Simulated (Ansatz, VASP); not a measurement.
**SiC214: VASP beside Ansatz**

Wanted: the spread between two codes on one cell, functional and k mesh. The cell is taken from a series of runs on this material, whose earlier steps may have relaxed, scaled, displaced or heated it; both programs get it as it stands.

Method: plane waves, with VASP 6.6.1 beside it; single point at PBEsol, in Ansatz 0.2.0.

## 1. The starting structure

The cell holds 215 atoms: 214 C and 1 Si. Cell: a = 10.661 Å, b = 10.661 Å, c = 10.661 Å, α = 90.0°, β = 90.0°, γ = 90.0°. It derives from C (C (Fd-3m)). Nearest the centre at fractional (0.458, 0.458, 0.542): Si215 at 0.00 Å, C108 at 1.97 Å, C110 at 1.97 Å, C109 at 1.97 Å, C113 at 1.97 Å, C112 at 1.97 Å, C105 at 1.97 Å, C127 at 2.67 Å.

## 2. Ansatz: single point, PBEsol

Ansatz runs on its default PAW (the set named soft_2) files.

A single point gives forces, pressure and levels at one fixed geometry, so differences don't come from the geometry; what else differs is listed under the comparison.

Contents of input.yaml:

```yaml
crystal:
  lattice:
    - [10.66142552, 0.0, 0.0]
    - [0.0, 10.66142552, 0.0]
    - [0.0, 0.0, 10.66142552]
  atoms:
    - { symbol: C, position: [-8.693e-05, -8.693e-05, 0.166445298] }
    - { symbol: C, position: [0.000528225, 0.166843073, -0.000528225] }
    - { symbol: C, position: [0.166843073, 0.000528225, -0.000528225] }
    - { symbol: C, position: [0.166676974, 0.166676974, 0.165626182] }
    - { symbol: C, position: [0.083127881, 0.083127881, 0.249626653] }
    - { symbol: C, position: [0.083454877, 0.249996425, 0.08258995] }
    - { symbol: C, position: [0.249996425, 0.083454877, 0.08258995] }
    - { symbol: C, position: [0.249422693, 0.249422693, 0.248999438] }
    - { symbol: C, position: [0.000176321, 0.000176321, 0.49973007] }
    - { symbol: C, position: [4.2076e-05, 0.166370463, 0.332836402] }
    - { symbol: C, position: [0.166370463, 4.2076e-05, 0.332836402] }
    - { symbol: C, position: [0.167611819, 0.167611819, 0.49901413] }
    - { symbol: C, position: [0.083922367, 0.083922367, 0.582870096] }
    - { symbol: C, position: [0.083030742, 0.249842319, 0.415987908] }
    - { symbol: C, position: [0.249842319, 0.083030742, 0.415987908] }
    - { symbol: C, position: [0.253140384, 0.253140384, 0.580617103] }
    - { symbol: C, position: [0.000528225, 0.000528225, 0.833156927] }
    - { symbol: C, position: [0.001178682, 0.167329592, 0.666204723] }
    - { symbol: C, position: [0.167329592, 0.001178682, 0.666204723] }
    - { symbol: C, position: [0.167745475, 0.167745475, 0.832254525] }
    - { symbol: C, position: [0.083814735, 0.083814735, 0.916185265] }
    - { symbol: C, position: [0.084973281, 0.251015323, 0.748984677] }
    - { symbol: C, position: [0.251015323, 0.084973281, 0.748984677] }
    - { symbol: C, position: [0.251015323, 0.251015323, 0.915026719] }
    - { symbol: C, position: [-0.000232803, 0.333273576, 0.165768819] }
    - { symbol: C, position: [0.000176321, 0.50026993, -0.000176321] }
    - { symbol: C, position: [0.167329592, 0.333795277, -0.001178682] }
    - { symbol: C, position: [0.165515715, 0.500280723, 0.16528002] }
    - { symbol: C, position: [0.081945301, 0.416384855, 0.248850095] }
    - { symbol: C, position: [0.08243436, 0.583391762, 0.083101904] }
    - { symbol: C, position: [0.249708087, 0.416668228, 0.082767688] }
    - { symbol: C, position: [0.247699596, 0.583333402, 0.248167234] }
    - { symbol: C, position: [0.000392264, 0.333526313, 0.499584886] }
    - { symbol: C, position: [-0.000567094, 0.499997124, 0.333042657] }
    - { symbol: C, position: [0.164832502, 0.333332213, 0.331034152] }
    - { symbol: C, position: [0.166515296, 0.500656374, 0.499343626] }
    - { symbol: C, position: [0.083790772, 0.417127599, 0.582872401] }
    - { symbol: C, position: [0.082585728, 0.583380152, 0.416619848] }
    - { symbol: C, position: [0.247471635, 0.415896661, 0.412997726] }
    - { symbol: C, position: [0.247471635, 0.587002274, 0.584103339] }
    - { symbol: C, position: [0.001178682, 0.333795277, 0.832670408] }
    - { symbol: C, position: [0.000392264, 0.500415114, 0.666473687] }
    - { symbol: C, position: [0.169230423, 0.335279592, 0.664720408] }
    - { symbol: C, position: [0.167611819, 0.50098587, 0.832388181] }
    - { symbol: C, position: [0.083922367, 0.417129904, 0.916077633] }
    - { symbol: C, position: [0.083030742, 0.584012092, 0.750157681] }
    - { symbol: C, position: [0.253140384, 0.419382897, 0.746859616] }
    - { symbol: C, position: [0.249842319, 0.584012092, 0.916969258] }
    - { symbol: C, position: [-0.000744377, 0.666668899, 0.166789474] }
    - { symbol: C, position: [-8.693e-05, 0.833554702, 8.693e-05] }
    - { symbol: C, position: [0.166370463, 0.667163598, -4.2076e-05] }
    - { symbol: C, position: [0.166292137, 0.83353743, 0.16646257] }
    - { symbol: C, position: [0.08229188, 0.749988445, 0.250011555] }
    - { symbol: C, position: [0.083110862, 0.916752401, 0.083247599] }
    - { symbol: C, position: [0.249501787, 0.750294897, 0.08337701] }
    - { symbol: C, position: [0.249501787, 0.91662299, 0.249705103] }
    - { symbol: C, position: [-0.000567094, 0.666957343, 0.500002876] }
    - { symbol: C, position: [-0.000744377, 0.833210526, 0.333331101] }
    - { symbol: C, position: [0.165665014, 0.667242769, 0.332757231] }
    - { symbol: C, position: [0.165515715, 0.83471998, 0.499719277] }
    - { symbol: C, position: [0.081945301, 0.751149905, 0.583615145] }
    - { symbol: C, position: [0.08243436, 0.916898096, 0.416608238] }
    - { symbol: C, position: [0.247699596, 0.751832766, 0.416666598] }
    - { symbol: C, position: [0.249708087, 0.917232312, 0.583331772] }
    - { symbol: C, position: [4.2076e-05, 0.667163598, 0.833629537] }
    - { symbol: C, position: [-0.000232803, 0.834231181, 0.666726424] }
    - { symbol: C, position: [0.164832502, 0.668965848, 0.666667787] }
    - { symbol: C, position: [0.166676974, 0.834373818, 0.833323026] }
[... 14 lines left out ...]
    - { symbol: C, position: [0.333332213, 0.164832502, 0.331034152] }
    - { symbol: C, position: [0.499997124, -0.000567094, 0.333042657] }
    - { symbol: C, position: [0.500656374, 0.166515296, 0.499343626] }
    - { symbol: C, position: [0.417127599, 0.083790772, 0.582872401] }
    - { symbol: C, position: [0.415896661, 0.247471635, 0.412997726] }
    - { symbol: C, position: [0.583380152, 0.082585728, 0.416619848] }
    - { symbol: C, position: [0.587002274, 0.247471635, 0.584103339] }
    - { symbol: C, position: [0.333795277, 0.001178682, 0.832670408] }
    - { symbol: C, position: [0.335279592, 0.169230423, 0.664720408] }
    - { symbol: C, position: [0.500415114, 0.000392264, 0.666473687] }
    - { symbol: C, position: [0.50098587, 0.167611819, 0.832388181] }
    - { symbol: C, position: [0.417129904, 0.083922367, 0.916077633] }
    - { symbol: C, position: [0.419382897, 0.253140384, 0.746859616] }
    - { symbol: C, position: [0.584012092, 0.083030742, 0.750157681] }
    - { symbol: C, position: [0.584012092, 0.249842319, 0.916969258] }
    - { symbol: C, position: [0.333285476, 0.333285476, 0.16592048] }
    - { symbol: C, position: [0.333526313, 0.500415114, -0.000392264] }
    - { symbol: C, position: [0.500415114, 0.333526313, -0.000392264] }
    - { symbol: C, position: [0.499537749, 0.499537749, 0.167125934] }
    - { symbol: C, position: [0.416009101, 0.416009101, 0.249850344] }
    - { symbol: C, position: [0.416250188, 0.583138967, 0.083727439] }
    - { symbol: C, position: [0.583138967, 0.416250188, 0.083727439] }
    - { symbol: C, position: [0.581385466, 0.581385466, 0.25256569] }
    - { symbol: C, position: [0.333011965, 0.333011965, 0.489844075] }
    - { symbol: C, position: [0.329663783, 0.500769053, 0.330806547] }
    - { symbol: C, position: [0.500769053, 0.329663783, 0.330806547] }
    - { symbol: Si, position: [0.458326446, 0.458326446, 0.541673554] }
    - { symbol: C, position: [0.406509159, 0.583653748, 0.416346252] }
    - { symbol: C, position: [0.583653748, 0.406509159, 0.416346252] }
    - { symbol: C, position: [0.583653748, 0.583653748, 0.593490841] }
    - { symbol: C, position: [0.335279592, 0.335279592, 0.830769577] }
    - { symbol: C, position: [0.333011965, 0.510155925, 0.666988035] }
    - { symbol: C, position: [0.510155925, 0.333011965, 0.666988035] }
    - { symbol: C, position: [0.500656374, 0.500656374, 0.833484704] }
    - { symbol: C, position: [0.417127599, 0.417127599, 0.916209228] }
    - { symbol: C, position: [0.415896661, 0.587002274, 0.752528365] }
    - { symbol: C, position: [0.587002274, 0.415896661, 0.752528365] }
    - { symbol: C, position: [0.583380152, 0.583380152, 0.917414272] }
    - { symbol: C, position: [0.332653093, 0.66682302, 0.16636568] }
    - { symbol: C, position: [0.333273576, 0.834231181, 0.000232803] }
    - { symbol: C, position: [0.499997124, 0.666957343, 0.000567094] }
    - { symbol: C, position: [0.499535071, 0.832742949, 0.167257051] }
    - { symbol: C, position: [0.415678998, 0.749053295, 0.250946705] }
    - { symbol: C, position: [0.416395326, 0.916489109, 0.083510891] }
    - { symbol: C, position: [0.582869991, 0.749335932, 0.08451319] }
    - { symbol: C, position: [0.582869991, 0.91548681, 0.250664068] }
    - { symbol: C, position: [0.329663783, 0.669193453, 0.499230947] }
    - { symbol: C, position: [0.332653093, 0.83363432, 0.33317698] }
    - { symbol: C, position: [0.497282179, 0.663524477, 0.336475523] }
    - { symbol: C, position: [0.499537749, 0.832874066, 0.500462251] }
    - { symbol: C, position: [0.416009101, 0.750149656, 0.583990899] }
    - { symbol: C, position: [0.416250188, 0.916272561, 0.416861033] }
    - { symbol: C, position: [0.581385466, 0.74743431, 0.418614534] }
    - { symbol: C, position: [0.583138967, 0.916272561, 0.583749812] }
    - { symbol: C, position: [0.333332213, 0.668965848, 0.835167498] }
    - { symbol: C, position: [0.333285476, 0.83407952, 0.666714524] }
    - { symbol: C, position: [0.500769053, 0.669193453, 0.670336217] }
    - { symbol: C, position: [0.500280723, 0.83471998, 0.834484285] }
    - { symbol: C, position: [0.416384855, 0.751149905, 0.918054699] }
    - { symbol: C, position: [0.416668228, 0.917232312, 0.750291913] }
    - { symbol: C, position: [0.583333402, 0.751832766, 0.752300404] }
    - { symbol: C, position: [0.583391762, 0.916898096, 0.91756564] }
    - { symbol: C, position: [0.666668899, -0.000744377, 0.166789474] }
    - { symbol: C, position: [0.667163598, 0.166370463, -4.2076e-05] }
    - { symbol: C, position: [0.833554702, -8.693e-05, 8.693e-05] }
    - { symbol: C, position: [0.83353743, 0.166292137, 0.16646257] }
    - { symbol: C, position: [0.749988445, 0.08229188, 0.250011555] }
    - { symbol: C, position: [0.750294897, 0.249501787, 0.08337701] }
    - { symbol: C, position: [0.916752401, 0.083110862, 0.083247599] }
    - { symbol: C, position: [0.91662299, 0.249501787, 0.249705103] }
    - { symbol: C, position: [0.666957343, -0.000567094, 0.500002876] }
    - { symbol: C, position: [0.667242769, 0.165665014, 0.332757231] }
    - { symbol: C, position: [0.833210526, -0.000744377, 0.333331101] }
    - { symbol: C, position: [0.83471998, 0.165515715, 0.499719277] }
    - { symbol: C, position: [0.751149905, 0.081945301, 0.583615145] }
    - { symbol: C, position: [0.751832766, 0.247699596, 0.416666598] }
    - { symbol: C, position: [0.916898096, 0.08243436, 0.416608238] }
    - { symbol: C, position: [0.917232312, 0.249708087, 0.583331772] }
    - { symbol: C, position: [0.667163598, 4.2076e-05, 0.833629537] }
    - { symbol: C, position: [0.668965848, 0.164832502, 0.666667787] }
    - { symbol: C, position: [0.834231181, -0.000232803, 0.666726424] }
    - { symbol: C, position: [0.834373818, 0.166676974, 0.833323026] }
    - { symbol: C, position: [0.750373347, 0.083127881, 0.916872119] }
    - { symbol: C, position: [0.751000562, 0.249422693, 0.750577307] }
    - { symbol: C, position: [0.91741005, 0.083454877, 0.750003575] }
    - { symbol: C, position: [0.91741005, 0.249996425, 0.916545123] }
    - { symbol: C, position: [0.66682302, 0.332653093, 0.16636568] }
    - { symbol: C, position: [0.666957343, 0.499997124, 0.000567094] }
    - { symbol: C, position: [0.834231181, 0.333273576, 0.000232803] }
    - { symbol: C, position: [0.832742949, 0.499535071, 0.167257051] }
    - { symbol: C, position: [0.749053295, 0.415678998, 0.250946705] }
    - { symbol: C, position: [0.749335932, 0.582869991, 0.08451319] }
    - { symbol: C, position: [0.916489109, 0.416395326, 0.083510891] }
    - { symbol: C, position: [0.91548681, 0.582869991, 0.250664068] }
    - { symbol: C, position: [0.669193453, 0.329663783, 0.499230947] }
    - { symbol: C, position: [0.663524477, 0.497282179, 0.336475523] }
    - { symbol: C, position: [0.83363432, 0.332653093, 0.33317698] }
    - { symbol: C, position: [0.832874066, 0.499537749, 0.500462251] }
    - { symbol: C, position: [0.750149656, 0.416009101, 0.583990899] }
    - { symbol: C, position: [0.74743431, 0.581385466, 0.418614534] }
    - { symbol: C, position: [0.916272561, 0.416250188, 0.416861033] }
    - { symbol: C, position: [0.916272561, 0.583138967, 0.583749812] }
    - { symbol: C, position: [0.668965848, 0.333332213, 0.835167498] }
    - { symbol: C, position: [0.669193453, 0.500769053, 0.670336217] }
    - { symbol: C, position: [0.83407952, 0.333285476, 0.666714524] }
    - { symbol: C, position: [0.83471998, 0.500280723, 0.834484285] }
    - { symbol: C, position: [0.751149905, 0.416384855, 0.918054699] }
    - { symbol: C, position: [0.751832766, 0.583333402, 0.752300404] }
    - { symbol: C, position: [0.917232312, 0.416668228, 0.750291913] }
    - { symbol: C, position: [0.916898096, 0.583391762, 0.91756564] }
    - { symbol: C, position: [0.665649854, 0.665649854, 0.168307909] }
    - { symbol: C, position: [0.666668899, 0.833210526, 0.000744377] }
    - { symbol: C, position: [0.833210526, 0.666668899, 0.000744377] }
    - { symbol: C, position: [0.832850799, 0.832850799, 0.167149201] }
    - { symbol: C, position: [0.748919912, 0.748919912, 0.251080088] }
    - { symbol: C, position: [0.749822374, 0.916137421, 0.083862579] }
    - { symbol: C, position: [0.916137421, 0.749822374, 0.083862579] }
    - { symbol: C, position: [0.916137421, 0.916137421, 0.250177626] }
    - { symbol: C, position: [0.663524477, 0.663524477, 0.502717821] }
    - { symbol: C, position: [0.665649854, 0.831692091, 0.334350146] }
    - { symbol: C, position: [0.831692091, 0.665649854, 0.334350146] }
    - { symbol: C, position: [0.832742949, 0.832742949, 0.500464929] }
    - { symbol: C, position: [0.749053295, 0.749053295, 0.584321002] }
    - { symbol: C, position: [0.749335932, 0.91548681, 0.417130009] }
    - { symbol: C, position: [0.91548681, 0.749335932, 0.417130009] }
    - { symbol: C, position: [0.916489109, 0.916489109, 0.583604674] }
    - { symbol: C, position: [0.667242769, 0.667242769, 0.834334986] }
    - { symbol: C, position: [0.66682302, 0.83363432, 0.667346907] }
    - { symbol: C, position: [0.83363432, 0.66682302, 0.667346907] }
    - { symbol: C, position: [0.83353743, 0.83353743, 0.833707863] }
    - { symbol: C, position: [0.749988445, 0.749988445, 0.91770812] }
    - { symbol: C, position: [0.750294897, 0.91662299, 0.750498213] }
    - { symbol: C, position: [0.91662299, 0.750294897, 0.750498213] }
    - { symbol: C, position: [0.916752401, 0.916752401, 0.916889138] }
basis:
  ecutwfc: 420
  xc_grid: 2
hamiltonian:
  xc: pbesol
kpoints:
  mp_grid: { grid: [1, 1, 1] }
magnetization:
  spin_polarized: true
  initial_magnetization: 2
  spin_locking: { lock_magnetization: hard }
scf:
  occupations: { method: fermi_dirac, width: 0.01 }
  max_iter: 120
  n_extra_bands: 20
  lower_state_search: "off"
output:
  forces: true
checkpoint:
  read: "../ground.run"
  write: "../ground_at_excited.run"
  compress: false
  write_wavefunctions: true
  write_every: 100000
```

Launch:

```
ansatz run input.yaml --threads 32 --pin off --max-ram 84787MiB --backend cuda --events-out ev --progress --plain --runs-dir out --max-vram 78GiB
```

Numbers of over 12 decimals in the logs are rounded to 6 here.

Log:

```text
Warning: at least one further symmetry operation maps every atom of the structure, as the run holds it, onto an atom to within 2.15e-5 (fractional), and is not used: no operation is sought that the atoms, as the run holds them, miss by more than 2.00e-5, twice crystal.symmetry.tolerance (1.0e-5). The run uses 6 unitary operations. The run imposes no operation that its atoms and lattice do not hold. Figures that only
Warning: the band count 451 (scf.n_extra_bands) hosts the net moment |M| = 2.0000 μB (N_el = 860) but caps the reachable moment at 2·n_bands − N_el = 42.0000 μB, below the 646 bands that the automatic rule leaves for it — a moment growing past the seed, or the majority channel's smearing tail, pins there with fewer empty majority states than that count leaves; raise or omit scf.n_extra_bands unless the cap is intende
Warning: checkpoint.read: the run can stay near the saved state's solution: 215 site(s) moved relative to the saved geometry (max |Δs| = 7.814e-4 fractional); the SCF starts from the saved state under `checkpoint.density_extrapolation: transplant`, in force with no word given; its orbitals are not used off its sites. A run without `checkpoint.read` takes nothing of the state. A lower free energy from it at the same p
scf.n_extra_bands = 20 over 431 filled bands (N_el = 860.0): the run solves 451 bands
Engine: ansatz 0.2.0, aarch64-unknown-linux-gnu
Pseudopotentials: kind: paw
Pseudopotential: C, paw, valence charge 4, recommended cutoff 420 eV (normal), C.paw.azcp
Pseudopotential: Si, paw, valence charge 4, recommended cutoff 420 eV (normal), Si.paw.azcp
Functional definition: PBEsol
  exchange = pbesol_x
  correlation = pbesol_c
device memory: the entry about to start is reckoned to put 6.9 GiB on a device that reports 141.3 GiB free (of which the cap on the GPU budget leaves the run 78.0 GiB)
GPU FFT provider: cuFFT
GPU libraries: cuBLAS 13.8.1, cuFFT 12.4.0, cuSOLVER 12.3.2
GPU matrix products: emulated (plane waves: as basis.precision tells), large ones in fixed point in workspaces of 1.00 GiB
Crystal: 215 atoms, lattice volume = 1211.842 Å³
Basis set: ecut = 420 eV, 23703 PW (Γ), exchange–correlation on 144×144×144 points (8 copies of the dense FFT grid, shifted against one another)
Bands: 451, of which v1, the nominal top of the filled ones, is band 430 counted from 1 (429 counted from 0)
Symmetry: 6 space group operations
Space group: R3m (ITA 160), of the structure as read, at distance tolerance 1.1e-4 Å
Magnetic group: BNS 160.65 (UNI 1295), of the structure as read, at distance tolerance 1.1e-4 Å
k-points: 1
Non-local potential: C, projectors of the file, l = 0: 2, l = 1: 2, l = 2: 1
Non-local potential: Si, projectors of the file, l = 0: 2, l = 1: 2, l = 2: 2
[...]
SCF iter   5: F=—  HF=-53401.273819 eV  |Δ(HF+E_count)|=   4.15e-8  Δρ=2.10e-6 (↑1.96e-6 ↓2.10e-6)  dr2=2.08e-7  dr2_m=2.78e-9  M=2.000 μB ∫|m|=2.119 μB  Hψ=1448
SCF iter   6: F=-53401.273819 eV  HF=-53401.273819 eV  |Δ(HF+E_count)|=   4.41e-9  Δρ=5.12e-7 (↑4.67e-7 ↓5.12e-7)  dr2=9.33e-9  dr2_m=3.78e-10  M=2.000 μB ∫|m|=2.119 μB  Hψ=3456
SCF 1 converged in 6 iterations: F = -53401.273819 eV  dr2 = 9.33e-9
[...]
device memory: the entry about to start is reckoned to put 6.4 GiB (of the 7.0 GiB reckoned in all, the device holds 0.7 GiB already) on a device that reports 140.6 GiB free (of which the cap on the GPU budget leaves the run 77.3 GiB)
NSCF: frozen V_eff on 1 k-points
[...]
SCF converged after 6 iterations
Stability checked in part: among states of this total moment the steps that led to this state did not find it unstable. No probe was made; neither looks for a lower state of another moment (fixed_total_moment; see scf.lower_state_search)
Magnetization: 2.0000 μB (431.0000 up, 429.0000 down)
Absolute magnetization: 2.1228 μB (∫|ρ↑−ρ↓|, with the PAW one-centre terms)
Spin contamination: 0.0024 ħ² per cell (⟨S²⟩ above its minimum at these occupations)
Per-site moments (μB) at R_I (Å): [(0.00217771, 0.633646), (0.00148878, 0.632738), (0.00148878, 0.632738), (0.00267124, 0.631895), (0.00165394, 0.633601), (0.0009549, 0.632738), (0.0009549, 0.632738), (0.000586688, 0.631895), (0.00267017, 0
Free energy (F): -53401.273819 eV
Harris-Foulkes:  -53401.273819 eV  (|F-HF|=3.81e-9)
Internal energy: -53401.273819 eV  (E = F + TS)
E sigma→0 (E₀):  -53401.273819 eV
Fermi energy:    14.096133 (↑ 15.739949, ↓ 13.856591) eV
--- Per-component energies (eV) ---
  E_band       = 3809.760452
  E_kinetic    = 19819.769939
  E_local      = -13146.728918  (includes V_loc(G=0)·N_el)
  E_nonlocal   = 5753.793200
  E_hartree    = 2906.121310
  E_xc         = -10428.600322
  E_vxc        = -12965.848373  (∫ρ·V_xc dr)
  E_paw        = -20908.094437  (= ΣΔE_a)
  E_vpaw       = -1463.470229  (= ΣTr[D̂ρ^β])
  E_aug_tail   = 0.001854  (compensation charges beyond the density's cutoff)
  E_ewald      = -37402.083514
  E_core_change = 4.547069  (= ΣΔE_core)
  E_smearing   = -0.000000  (= −TS)
  E_closure    = -0.000000  (closes the sum)
  Σ components = -53401.273819   (vs F -53401.273819, Δ=0.00e0)
--- Forces (eV/Å), atoms counted from 1 ---
  atom   1  C     -0.11002114    -0.11002114     0.09559629
  atom   2  C     -0.09538764    -0.10575544     0.09538764
  atom   3  C     -0.10575544    -0.09538764     0.09538764
  atom   4  C     -0.12839579    -0.12839579     0.07729627
  atom   5  C      0.12488418     0.12488418    -0.09700032
  atom   6  C      0.11466050     0.10389604    -0.09628068
  [... 209 more lines of this table ...]
  max |Σ_I F_I| component: 6.49e-6 eV/Å
--- Band table (eV) ---
  k-point 0 ↑: bands = ["-8.1975", "-7.2128", "-7.2128", "-7.1955", "-7.1955", "-7.1133", "-7.0415", "-6.2146", "-6.1961", "-6.1961", "-6.1839", "-6.1839", "-6.1717", "-6.1717", "-6.1299", "-6.1299", 
  k-point 0 ↓: bands = ["-8.1886", "-7.2013", "-7.2013", "-7.1899", "-7.1899", "-7.1067", "-7.0248", "-6.2064", "-6.1836", "-6.1836", "-6.1738", "-6.1738", "-6.1668", "-6.1668", "-6.1178", "-6.1178",
```

Reading the cycles: dr2 is the Hartree energy of the density residual (eV), the measure of convergence; HF is the Harris–Foulkes estimate of the energy, which meets the free energy F at convergence.

(Part 1 of 2 ends here.)

[Lines on the potential files, build, host, timing and source positions are cut from VASP's logs without a mark.]

[Logs are printed without paths, hosts, clocks, repeated set-up lines and the standing remarks that a program may print on its own settings, such as how far it seeks lower states.]

[Hosts, paths, dates, database ids (printed as entryN), source tags and the programs' standing remarks are cut or masked in the printed files.]
